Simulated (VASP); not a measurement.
# PbO (Pbcm) in VASP: settings compared

The runs below take PbO through relaxation of cell and atoms, with PBEsol, LDA.

Everything below comes from runs of VASP 6.6.1. Logs are shortened: lines on timing, memory, paths and dates and some standing lists are left out, and cuts for length are marked.

## (1) The structure

Symmetry: Pbcm, No. 57, orthorhombic system. Conventional cell: a = 6.101 Å, b = 5.621 Å, c = 4.728 Å, α = 90.00°, β = 90.00°, γ = 90.00°. Pb (site symmetry m) is surrounded by 4 O at 2.23 to 2.47 Å. Around O (site symmetry m) lie 4 Pb at 2.23 to 2.47 Å.

The cell is a database's computed one.

## (2) Relaxation of cell and atoms, PBEsol

INCAR reads:

```
SYSTEM = PbO
ALGO = Normal ; EDIFF = 1E-7
EDIFFG = -0.005 ; ENCUT = 600
GGA = PS ; IBRION = 2
ISIF = 3 ; ISMEAR = 0
LASPH = .True. ; LCHARG = .False.
LREAL = .False. ; LWAVE = .False.
NELM = 100 ; NSW = 90
PREC = Accurate ; SIGMA = 0.02
```

KPOINTS reads:

```
k-points
0
Gamma
  6 6 6
  0 0 0
```

POSCAR reads:

```
PbO
1.0
    6.1013824500      0.0000000000      0.0000000000
    0.0000000000      5.6211472400      0.0000000000
    0.0000000000      0.0000000000      4.7282601100
Pb O
4 4
Direct
    0.2229512300      0.0153365300      0.7500000000
    0.7770487700      0.9846634700      0.2500000000
    0.7770487700      0.5153365300      0.7500000000
    0.2229512300      0.4846634700      0.2500000000
    0.8715019900      0.9049934200      0.7500000000
    0.1284980100      0.0950065800      0.2500000000
    0.1284980100      0.4049934200      0.7500000000
    0.8715019900      0.5950065800      0.2500000000
```

Potentials or basis: VASP PAW PBE potentials, release 64 (Pb_d, O).

Started as:

```bash
$ cat potpaw_PBE.64/Pb_d/POTCAR potpaw_PBE.64/O/POTCAR > POTCAR
$ mpirun -np 1 vasp_std > vasp.out
```

OUTCAR:

```text
SYSTEM = PbO
   EDIFF = 1E-7
   EDIFFG = -0.005
   ENCUT = 600
   GGA = PS
   IBRION = 2
   ISIF = 3
   ISMEAR = 0
   LASPH = .True.
   LREAL = .False.
   NELM = 100
   NSW = 90
   PREC = Accurate

 ion  position               nearest neighbor table
   1  0.223  0.015  0.750-   5 2.23   7 2.26   6 2.47   6 2.47   4 3.54   4 3.54   2 3.61   2 3.61
                             4 3.81   4 3.81   3 3.91   3 3.91   2 4.13   2 4.13
   2  0.777  0.985  0.250-   6 2.23   8 2.26   5 2.47   5 2.47   3 3.54   3 3.54   1 3.61   1 3.61
                             3 3.81   3 3.81   4 3.91   4 3.91   1 4.13   1 4.13
   3  0.777  0.515  0.750-   7 2.23   5 2.26   8 2.47   8 2.47   2 3.54   2 3.54   4 3.61   4 3.61
                             2 3.81   2 3.81   1 3.91   1 3.91   4 4.13   4 4.13
   4  0.223  0.485  0.250-   8 2.23   6 2.26   7 2.47   7 2.47   1 3.54   1 3.54   3 3.61   3 3.61
                             1 3.81   1 3.81   2 3.91   2 3.91   3 4.13   3 4.13
   5  0.872  0.905  0.750-   1 2.23   3 2.26   2 2.47   2 2.47
   6  0.128  0.095  0.250-   2 2.23   4 2.26   1 2.47   1 2.47
   7  0.128  0.405  0.750-   3 2.23   1 2.26   4 2.47   4 2.47
   8  0.872  0.595  0.250-   4 2.23   2 2.26   3 2.47   3 2.47

  LATTYP: Found a simple orthorhombic cell.
 ALAT       =     4.7282601100
 B/A-ratio  =     1.1888405268
 C/A-ratio  =     1.2904075301

  Lattice vectors:

 A1 = (   0.0000000000,   0.0000000000,  -4.7282601100)
 A2 = (   0.0000000000,   5.6211472400,   0.0000000000)
 A3 = (   6.1013824500,   0.0000000000,   0.0000000000)

Analysis of symmetry for initial positions (statically):
=====================================================================
 Subroutine PRICEL returns:
 Original cell was already a primitive cell.

 Routine SETGRP: Setting up the symmetry group for a
 simple orthorhombic supercell.

 Subroutine GETGRP returns: Found  8 space group operations
 (whereof  2 operations were pure point group operations)
 out of a pool of  8 trial point group operations.

The static configuration has the point symmetry S_2 .
 The point group associated with its full space group is D_2h.

Analysis of symmetry for dynamics (positions and initial velocities):
=====================================================================
 Subroutine PRICEL returns:
 Original cell was already a primitive cell.

 Routine SETGRP: Setting up the symmetry group for a
 simple orthorhombic supercell.

 Subroutine GETGRP returns: Found  8 space group operations
 (whereof  2 operations were pure point group operations)
 out of a pool of  8 trial point group operations.

The dynamic configuration has the point symmetry S_2 .
 The point group associated with its full space group is D_2h.

 Subroutine INISYM returns: Found  8 space group operations
 (whereof  2 operations are pure point group operations),
 and found     1 'primitive' translations

----------------------------------------------------------------------------------------

                                     Primitive cell

  volume of cell :     162.1640

  direct lattice vectors                    reciprocal lattice vectors
     6.101382450  0.000000000  0.000000000     0.163897282  0.000000000  0.000000000
     0.000000000  5.621147240  0.000000000     0.000000000  0.177899627  0.000000000
     0.000000000  0.000000000  4.728260110     0.000000000  0.000000000  0.211494287

  length of vectors
     6.101382450  5.621147240  4.728260110     0.163897282  0.177899627  0.211494287

  position of ions in fractional coordinates (direct lattice)
     0.222951230  0.015336530  0.750000000
     0.777048770  0.984663470  0.250000000
     0.777048770  0.515336530  0.750000000
     0.222951230  0.484663470  0.250000000
     0.871501990  0.904993420  0.750000000
     0.128498010  0.095006580  0.250000000
     0.128498010  0.404993420  0.750000000
     0.871501990  0.595006580  0.250000000

  ion indices of the primitive-cell ions
   primitive index   ion index
                 1           1
                 2           2
                 3           3
                 4           4
                 5           5
                 6           6
                 7           7
                 8           8

----------------------------------------------------------------------------------------

 KPOINTS: k-points

Automatic generation of k-mesh.
 Grid dimensions read from file:
 generate k-points for:    6    6    6

 Generating k-lattice:

  Cartesian coordinates                     Fractional coordinates (reciprocal lattice)
     0.027316214  0.000000000  0.000000000     0.166666667  0.000000000  0.000000000
     0.000000000  0.029649938  0.000000000     0.000000000  0.166666667  0.000000000
     0.000000000  0.000000000  0.035249048     0.000000000  0.000000000  0.166666667

  Length of vectors
     0.027316214  0.029649938  0.035249048

  Shift w.r.t. Gamma in fractional coordinates (k-lattice)
[... 32 lines left out ...]
   LNONCOLLINEAR =      F non collinear calculations
   LSORBIT =      F    spin-orbit coupling
   LASPH  =      T    aspherical Exc in radial PAW
   ENCUT  =  600.0 eV  44.10 Ry    6.64 a.u.  12.19 11.23  9.44*2*pi/ulx,y,z
   NELM   =    100;   NELMIN=  2; NELMDL= -5     # of ELM steps
   EDIFF  = 0.1E-06   stopping-criterion for ELM
   LREAL  =      F    real-space projection
   EDIFFG = -.5E-02   stopping-criterion for IOM
   NSW    =     90    number of steps for IOM
   IBRION =      2    ionic relax: 0-MD 1-quasi-New 2-CG
   NFREE  =      1    steps in history (QN), initial steepest desc. (CG)
   ISIF   =      3    stress and relaxation
   ISYM   =      2    0-nonsym 1-usesym 2-fastsym
   POTIM  = 0.5000    time-step for ionic-motion
   TEBEG  =    0.0;   TEEND  =   0.0 temperature during run
   PSTRESS=    0.0 pullay stress
   NELECT =      80.0000    total number of electrons
   NUPDOWN=      -1.0000    fix difference up-down
   EMIN   =  10.00;   EMAX   =-10.00  energy-range for DOS
   EFERMI =   0.00;   METHOD = LEGACY
   ISMEAR =     0;   SIGMA  =   0.02  broadening in eV -4-tet -1-fermi 0-gaus
   EFERMI_NEDOS =   21; number of points for ismear=-14 and -15
   IALGO  =     38    algorithm
   IMIX   =      4    mixing-type and parameters
     AMIX     =   0.40;   BMIX     =  1.00
     AMIX_MAG =   1.60;   BMIX_MAG =  1.00
  volume/ion in A,a.u.               =      20.27       136.79
  Fermi-wavevector in a.u.,A,eV,Ry     =   1.293560  2.444474 22.766600  1.673298
  Thomas-Fermi vector in A             =   2.425198
   LORBIT       =      0    0 simple, 1 ext, 2 COOP (PROOUT), +10 PAW based schemes
   GGA     = PS    functional components
   LHFCALC =     F    Hartree Fock is set to
   AEXX    =    0.0000 exact exchange contribution
   IVDW    =     0    specifies the selected vdW correction
   LEPSILON=     F    determine dielectric tensor
   LRPA    =     F    only Hartree local field effects (RPA)
 conjugate gradient relaxation of ions
 non-spin polarized calculation
 Gauss-broadening in eV      SIGMA  =   0.02
  energy-cutoff  :      600.00
  volume of cell :      162.16
 maximum number of plane-waves:      5440
 NGX is ok and might be reduce to    50
   NGX = 25   NGY = 23   NGZ = 19

--------------------------------------- Ionic step        1  -------------------------------------------

 number of electron      80.0000018 magnetization

 Free energy of the ion-electron system (eV)
  ---------------------------------------------------
  ext. energy  EPLUGINS =         0.00000000
  ---------------------------------------------------
  free energy    TOTEN  =       -45.62473280 eV

  energy without entropy =      -45.62473280  energy(sigma->0) =      -45.62473280

 E-fermi :   4.2653     XC(G=0):  -9.9838

 val. band max:        4.1631985312   @ k =   0.0000   0.0000   0.0000
 cond. band min:       6.2860011337   @ k =   0.5000   0.5000   0.3333
 fundamental gap:      2.1228026025
 Fermi energy:         4.2652580542

 k-point     1 :       0.0000    0.0000    0.0000
  band No.  band energies     occupation
      1     -13.4049      2.00000
      2     -13.3104      2.00000
      3     -13.1967      2.00000
      4     -13.0868      2.00000
      5     -11.2796      2.00000
      6     -11.2321      2.00000
[... 1334 lines left out ...]
  FREE ENERGIE OF THE ION-ELECTRON SYSTEM (eV)
  ---------------------------------------------------
  free  energy   TOTEN  =       -45.6300562367 eV

  energy  without entropy=      -45.6300562367  energy(sigma->0) =      -45.63005624

[... ionic steps 4 to 20 ...]

--------------------------------------- Ionic step       21  -------------------------------------------

 number of electron      79.9999998 magnetization

------------------------ aborting loop because EDIFF is reached ----------------------------------------

  FORCE on cell =-STRESS in cart. coord.  units (eV):
  Direction    XX          YY          ZZ          XY          YZ          ZX
  --------------------------------------------------------------------------------------
  -------------------------------------------------------------------------------------
  Total        0.0482461      0.0370175      0.0624541      0.0000000      0.0000000      0.0000000
  in kB        0.5022944      0.3853923      0.6502158      0.0000000      0.0000000      0.0000000
  external PRESSURE =       0.5126342 kB  Pullay stress =       0.0000000 kB
[... 69 lines left out ...]
  energy  without entropy=      -45.6482500923  energy(sigma->0) =      -45.64825009

--------------------------------------- Ionic step       23  -------------------------------------------

 number of electron      79.9999998 magnetization

 Free energy of the ion-electron system (eV)
  ---------------------------------------------------
  ext. energy  EPLUGINS =         0.00000000
  ---------------------------------------------------
  free energy    TOTEN  =       -45.64825798 eV

  energy without entropy =      -45.64825798  energy(sigma->0) =      -45.64825798

 E-fermi :   4.7631     XC(G=0): -10.3021

 val. band max:        4.6455324569   @ k =   0.5000   0.0000   0.0000
 cond. band min:       6.6725046998   @ k =   0.5000   0.5000   0.3333
 fundamental gap:      2.0269722429
 Fermi energy:         4.7631137325

 k-point     1 :       0.0000    0.0000    0.0000
  band No.  band energies     occupation
      1     -12.9697      2.00000
      2     -12.8476      2.00000
      3     -12.7357      2.00000
      4     -12.6379      2.00000
      5     -10.8031      2.00000
      6     -10.7423      2.00000
[... 1250 lines left out ...]
  FREE ENERGIE OF THE ION-ELECTRON SYSTEM (eV)
  ---------------------------------------------------
  free  energy   TOTEN  =       -45.6482579835 eV

  energy  without entropy=      -45.6482579835  energy(sigma->0) =      -45.64825798

 reached required accuracy - stopping structural energy minimisation
```

Run time: 86 min. Hardware: 1 thread of Intel Xeon 6975P-C (Granite Rapids), shared host; peak memory 0.62 GiB.

Results:

| Property | Result |
| --- | --- |
| Free energy | -45.6483 eV |
| Relaxed volume | 19.25 Å³/atom |
| Relaxed cell | a = 5.913 Å, b = 5.526 Å, c = 4.713 Å, α = 90.00°, β = 90.00°, γ = 90.00° |
| Space group after relaxing (to 0.05 Å) | Pbcm (No. 57) |
| Energy gained by relaxing | 2.9 meV/atom |
| Ionic steps | 23 |
| Pressure after relaxing | 0.0 GPa |
| Largest force after relaxing | 0.003 eV/Å |
| Band gap on the k mesh | 2.03 eV, indirect (least direct gap 2.30 eV) |

Forces in eV/Å, atoms in the order of the input:
```
Pb  -0.002  0.000  0.000
Pb   0.002  0.000  0.000
Pb   0.002  0.000  0.000
Pb  -0.002  0.000  0.000
O   -0.003  0.002  0.000
O    0.003 -0.002  0.000
O    0.003  0.002  0.000
O   -0.003 -0.002  0.000
```

The path:
```
step  energy change (eV)  largest force (eV/Å)  pressure (GPa)  volume (Å³)
   1              0.0000                0.0783           -0.81       162.16
   2             -0.0045                0.1970            0.44       159.78
   3             -0.0053                0.1333            0.08       160.46
   4             -0.0087                0.0865           -0.03       159.93
   5             -0.0095                0.0586           -0.11       159.49
   6             -0.0126                0.0274           -0.13       158.74
   7             -0.0160                0.0885           -0.13       156.77
   8             -0.0181                0.0734           -0.06       156.13
   9             -0.0208                0.0494            0.15       154.52
  10             -0.0209                0.0501            0.21       154.06
  11             -0.0216                0.0398           -0.02       154.27
  12             -0.0216                0.0526           -0.11       154.36
  13             -0.0223                0.0380           -0.09       154.31
  14             -0.0230                0.0252           -0.04       154.24
  15             -0.0231                0.0372            0.04       154.10
  16             -0.0233                0.0296            0.00       154.16
  17             -0.0234                0.0129           -0.02       154.15
  18             -0.0234                0.0131           -0.01       154.15
  19             -0.0235                0.0076           -0.02       154.10
  20             -0.0235                0.0051           -0.02       154.02
  21             -0.0235                0.0075            0.05       153.89
  22             -0.0235                0.0019            0.02       153.95
  23             -0.0235                0.0031           -0.01       153.97
```

Final structure:
```
Pb O
1.0
     5.91282    0.00000    0.00000
     0.00000    5.52571    0.00000
     0.00000    0.00000    4.71264
Pb O
4 4
Direct
  0.23040 0.01076 0.75000
  0.76960 0.98924 0.25000
  0.76960 0.51076 0.75000
  0.23040 0.48924 0.25000
  0.86380 0.90823 0.75000
  0.13620 0.09177 0.25000
  0.13620 0.40823 0.75000
  0.86380 0.59177 0.25000
```

Levels at points of the mesh, in eV from the valence-band top:
```tsv
k point	band 37	band 38	band 39	band 40	band 41	band 42	band 43	band 44
(0.00, 0.00, 0.00)	-1.32	-1.21	-0.34	-0.06	3.29	3.79	4.59	5.22
(0.50, 0.00, 0.00)	-1.37	-0.66	-0.50	0.00	2.65	3.08	3.73	4.76
(0.00, 0.50, 0.00)	-0.97	-0.97	-0.19	-0.19	3.95	3.95	4.81	4.81
(0.50, 0.50, 0.00)	-0.64	-0.64	-0.49	-0.49	2.99	2.99	4.02	4.02
(0.00, 0.00, 0.50)	-0.79	-0.79	-0.26	-0.26	4.05	4.05	4.84	4.84
(0.50, 0.00, 0.50)	-0.49	-0.49	-0.39	-0.39	3.09	3.09	3.59	3.59
(0.00, 0.50, 0.50)	-0.77	-0.77	-0.77	-0.77	3.35	3.35	3.35	3.35
(0.50, 0.50, 0.50)	-0.54	-0.54	-0.54	-0.54	2.43	2.43	2.43	2.43
```

Caveat: the PAW data sets were made with another functional, which shifts forces and pressure a little; spin-orbit coupling is left out, which as a rule narrows the gap of such compounds by several tenths of an eV. A k mesh can miss the band edges.

## (3) Relaxation of cell and atoms, LDA

INCAR reads:

```
SYSTEM = PbO
ALGO = Normal ; EDIFF = 1E-7
EDIFFG = -0.005 ; ENCUT = 600
IBRION = 2 ; ISIF = 3
ISMEAR = 0 ; LASPH = .True.
LCHARG = .False. ; LREAL = .False.
LWAVE = .False. ; NELM = 100
NSW = 90 ; PREC = Accurate
SIGMA = 0.02
```

KPOINTS is that of step 2.

POSCAR is that of step 2.

Potentials or basis: VASP PAW LDA potentials, release 64 (Pb_d, O).

Started as:

```bash
$ cat potpaw_LDA.64/Pb_d/POTCAR potpaw_LDA.64/O/POTCAR > POTCAR
$ mpirun -np 1 vasp_std > vasp.out
```

Run time: 88 min. Hardware: 1 thread of Intel Xeon 6975P-C (Granite Rapids), shared host; peak memory 0.55 GiB.

The run converged. Its results:

```
Free energy                            : -48.6973 eV
Relaxed volume                         : 18.18 Å³/atom
Relaxed cell                           : a = 5.782 Å, b = 5.413 Å, c = 4.646 Å, α = 90.00°, β = 90.00°, γ = 90.00°
Space group after relaxing (to 0.05 Å) : Pbcm (No. 57)
Energy gained by relaxing              : 16.8 meV/atom
Ionic steps                            : 27
Pressure after relaxing                : 0.0 GPa
Largest force after relaxing           : 0.005 eV/Å
Band gap on the k mesh                 : 1.98 eV, indirect (least direct gap 2.26 eV)
```

Forces on the atoms (eV/Å):
```
Pb  -0.001  0.001  0.000
Pb   0.001 -0.001  0.000
Pb   0.001  0.001  0.000
Pb  -0.001 -0.001  0.000
O   -0.005 -0.001  0.000
O    0.005  0.001  0.000
O    0.005 -0.001  0.000
O   -0.005  0.001  0.000
```

The path:
| step | energy change (eV) | largest force (eV/Å) | pressure (GPa) | volume (Å³) |
| --- | --- | --- | --- | --- |
| 1 | 0.0000 | 0.2896 | -3.37 | 162.16 |
| 2 | -0.0096 | 0.9028 | 3.06 | 152.35 |
| 3 | -0.0630 | 0.3061 | -0.23 | 156.92 |
| 4 | -0.0800 | 0.2308 | -0.22 | 155.48 |
| 5 | -0.0889 | 0.1674 | -0.14 | 153.43 |
| 6 | -0.1020 | 0.0646 | -0.23 | 152.02 |
| 7 | -0.1085 | 0.1546 | -0.32 | 150.11 |
| 8 | -0.1178 | 0.1447 | 0.30 | 148.04 |
| 9 | -0.1186 | 0.1546 | 0.59 | 147.14 |
| 10 | -0.1241 | 0.1160 | -0.18 | 146.98 |
| 11 | -0.1241 | 0.1162 | -0.16 | 146.98 |
| 12 | -0.1294 | 0.0819 | -0.13 | 146.51 |
| 13 | -0.1331 | 0.0557 | -0.06 | 145.70 |
| 14 | -0.1337 | 0.0355 | 0.11 | 145.40 |
| 15 | -0.1337 | 0.0310 | 0.09 | 145.44 |
| 16 | -0.1340 | 0.0269 | -0.07 | 145.59 |
| 17 | -0.1340 | 0.0267 | -0.12 | 145.64 |
| 18 | -0.1342 | 0.0183 | -0.08 | 145.59 |
| 19 | -0.1343 | 0.0047 | -0.01 | 145.51 |
| 20 | -0.1344 | 0.0056 | 0.00 | 145.49 |
| 21 | -0.1344 | 0.0095 | 0.03 | 145.44 |
| 22 | -0.1344 | 0.0082 | 0.02 | 145.45 |
| 23 | -0.1344 | 0.0102 | -0.03 | 145.48 |
| 24 | -0.1344 | 0.0060 | -0.01 | 145.45 |
| 25 | -0.1344 | 0.0061 | 0.02 | 145.41 |
| 26 | -0.1344 | 0.0053 | 0.02 | 145.42 |
| 27 | -0.1344 | 0.0047 | 0.01 | 145.43 |

Final structure:
```
Pb O
1.0
     5.78192    0.00000    0.00000
     0.00000    5.41326    0.00000
     0.00000    0.00000    4.64634
Pb O
4 4
Direct
  0.23576 0.00694 0.75000
  0.76424 0.99306 0.25000
  0.76424 0.50694 0.75000
  0.23576 0.49306 0.25000
  0.86218 0.90914 0.75000
  0.13782 0.09086 0.25000
  0.13782 0.40914 0.75000
  0.86218 0.59086 0.25000
```

Levels at points of the mesh, in eV from the valence-band top:
```
           k point  band 37  band 38  band 39  band 40  band 41  band 42  band 43  band 44
(0.00, 0.00, 0.00)    -1.42    -1.29    -0.42    -0.09     3.31     3.94     4.47     5.32
(0.50, 0.00, 0.00)    -1.49    -0.62    -0.59     0.00     2.63     3.00     3.57     4.81
(0.00, 0.50, 0.00)    -0.99    -0.99    -0.19    -0.19     4.02     4.02     4.96     4.96
(0.50, 0.50, 0.00)    -0.65    -0.65    -0.51    -0.51     3.11     3.11     3.99     3.99
(0.00, 0.00, 0.50)    -0.83    -0.83    -0.28    -0.28     4.02     4.02     5.03     5.03
(0.50, 0.00, 0.50)    -0.49    -0.49    -0.46    -0.46     3.19     3.19     3.52     3.52
(0.00, 0.50, 0.50)    -0.83    -0.83    -0.83    -0.83     3.43     3.43     3.43     3.43
(0.50, 0.50, 0.50)    -0.60    -0.60    -0.60    -0.60     2.47     2.47     2.47     2.47
```

Caveat: spin-orbit coupling is left out, which as a rule narrows the gap of such compounds by several tenths of an eV. A k mesh can miss the band edges.
